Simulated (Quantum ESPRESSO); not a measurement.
AgCl (Chlorargyrite):

```
Ag Cl
1.0
     0.00000    2.73500    2.73500
     2.73500    0.00000    2.73500
     2.73500    2.73500    0.00000
Ag Cl
1 1
Direct
  0.00000 0.00000 0.00000
  0.50000 0.50000 0.50000
```

Base run:

```yaml
Program: Quantum ESPRESSO 7.5
Functional: PBE
Potentials_or_basis: SSSP 1.3 efficiency PBE
Cutoff: 816 eV
Density_cutoff: 5987 eV
k_mesh: 8 × 8 × 8
Occupations: fermi-dirac, width 0.05 eV
Spin: no spin polarisation
```

Its results: band gap on the k mesh 0.97 eV, indirect (least direct gap 3.37 eV); pressure 3.9 GPa.

The run is repeated on the same cell with these changes: hubbard terms from none to Ag d U = 2 eV. What comes out?

Band gap on the k mesh 1.30 eV, indirect (least direct gap 3.43 eV); pressure 4.3 GPa.

The U term pushes filled and empty states of the shell apart.

A k mesh can miss the band edges.
